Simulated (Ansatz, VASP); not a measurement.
**LiH: VASP beside Ansatz**

INCAR

```
PREC = Accurate
ENCUT = 520
EDIFF = 1E-8
ISMEAR = -1
SIGMA = 0.03
LREAL = False
LASPH = True
NELM = 80
ALGO = Normal
ISIF = 2
LWAVE = False
LCHARG = False
GGA = PE
LEFG = True
NBANDS = 9
```

The input KPOINTS:

```
Automatic mesh
0
Gamma
  11 11 11
```

File POSCAR:

```
LiH
1.0
    0.0000000000      2.0188586494      2.0188586494
    2.0188586494      0.0000000000      2.0188586494
    2.0188586494      2.0188586494      0.0000000000
Li H
1 1
Direct
    0.0000000000      0.0000000000      0.0000000000
    0.5000000000      0.5000000000      0.5000000000
```

Input for Ansatz:

```yaml
crystal:
  lattice:
    - [0.0, 2.0188586494, 2.0188586494]
    - [2.0188586494, 0.0, 2.0188586494]
    - [2.0188586494, 2.0188586494, 0.0]
  atoms:
    - { symbol: Li, position: [0.0, 0.0, 0.0] }
    - { symbol: H, position: [0.5, 0.5, 0.5] }
kpoints:
  mp_grid: { grid: [11, 11, 11] }
scf:
  occupations: { method: fermi_dirac, width: 0.03 }
hamiltonian:
  xc: pbe
  pseudopotentials: { kind: paw }
output:
  forces: true
  stress: true
  eigenvalues: true
  efg: { contact_densities: true }
```

Change from the starting cell: volume scaled by 0.98, PAW files.

Alike in both runs: task electric field gradients; functional PBE; k mesh 11 × 11 × 11; occupations fermi-dirac, width 0.03 eV; no spin polarisation.

|  | VASP | Ansatz |
| --- | --- | --- |
| version | VASP 6.6.1 | Ansatz 0.2.0 |
| potentials or method | VASP PAW PBE potentials, release 64 (Li_sv, H) | PAW with Ansatz's default frozen-core files, scalar-relativistic |
| plane-wave cutoff (eV) | 520 | 420 |
| valence electrons in the cell | 4 | 4 |

|  | VASP | Ansatz | Ansatz less VASP |
| --- | --- | --- | --- |
| gap on the k mesh at the Fermi level (eV) | 3.19 | 3.19 | +0.006 |
| Vzz of the field gradient on the site that differs most (V/Å²) | 0.0 | 0.0 | 0.00 |

The functional is the same, so the differences come from potentials, cutoffs and numerics.

Caveats: an odd mesh through Γ misses points on the zone boundary, where band edges often lie.
